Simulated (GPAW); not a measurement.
Input of a GPAW 26.7.0 run:

The input run.py:

```python
import numpy as np
from ase import Atoms
from ase.dft.bandgap import bandgap
from ase.io import write
from ase.units import Bohr
from gpaw import GPAW, PW
from gpaw.elf import elf_from_dft_calculation

atoms = Atoms(['Pb', 'Pb', 'Pb'],
              cell=[[3.4800006906, 0, 0.0],
                    [-1.7400003453, 3.0137690032, 0.0],
                    [0.0, 0.0, 20.59]],
              scaled_positions=[[0.3333333333, 0.6666666666, 0.3642544925],
                                [0.6666666667, 0.3333333334, 0.5],
                                [0.3333333333, 0.6666666666, 0.6357455075]],
              pbc=True)
atoms.pbc = (True, True, False)

calc = GPAW(mode=PW(450),
            xc='PBE',
            kpts={'size': (9, 9, 1), 'gamma': True},
            occupations={'name': 'fermi-dirac', 'width': 0.05},
            nbands=34,
            convergence={'density': 1e-05, 'energy': 1e-05},
            maxiter=150,
            poissonsolver={'dipolelayer': 'xy'},
            txt='gpaw.txt')
atoms.calc = calc
energy = atoms.get_potential_energy()
forces = atoms.get_forces()
calc.write('gs.gpw')
write('result.traj', atoms)
print(f'Energy: {energy:.6f} eV')
print('Forces (eV/A):')
print(forces.round(4))
print('Fermi level:', round(calc.get_fermi_level(), 4), 'eV')
print(f'Gap: {bandgap(calc)[0]:.4f} eV, direct: {bandgap(calc, direct=True)[0]:.4f} eV')

v = calc.get_electrostatic_potential().mean(axis=(0, 1))
z = np.arange(len(v)) * atoms.cell[2, 2] / len(v)
ef = calc.get_fermi_level()
np.savetxt('planar.dat', np.c_[z, v], fmt='%.4f')
below, above = np.interp([1.5, atoms.cell[2, 2] - 1.5], z, v) - ef
print(f'Work functions: bottom {below:.4f} eV, top {above:.4f} eV')
print('Dipole moment:', *calc.get_dipole_moment().round(5), 'e A')

# fields on the real-space grid
write('density.cube', atoms, data=calc.get_pseudo_density() * Bohr**3)
write('potential.cube', atoms, data=calc.get_electrostatic_potential())
write('elf.cube', atoms, data=elf_from_dft_calculation(calc).data)
```

Potentials or basis: GPAW PAW data sets (gpaw-data 1.2.1), pw.

The run is started by

```console
$ OMP_NUM_THREADS=1 python run.py
```

Estimate the largest force.

0.203 eV/Å.

Predict the band gap on the k mesh.

none (metal or under the smearing width).

Predict the work function of the upper face.

3.98 eV.

Forces in eV/Å, atoms in the order of the input:
```
Pb   0.000  0.000 -0.203
Pb   0.000  0.000  0.000
Pb   0.000  0.000  0.203
```

The run has no spin-orbit coupling, so splittings on Pb are missing.
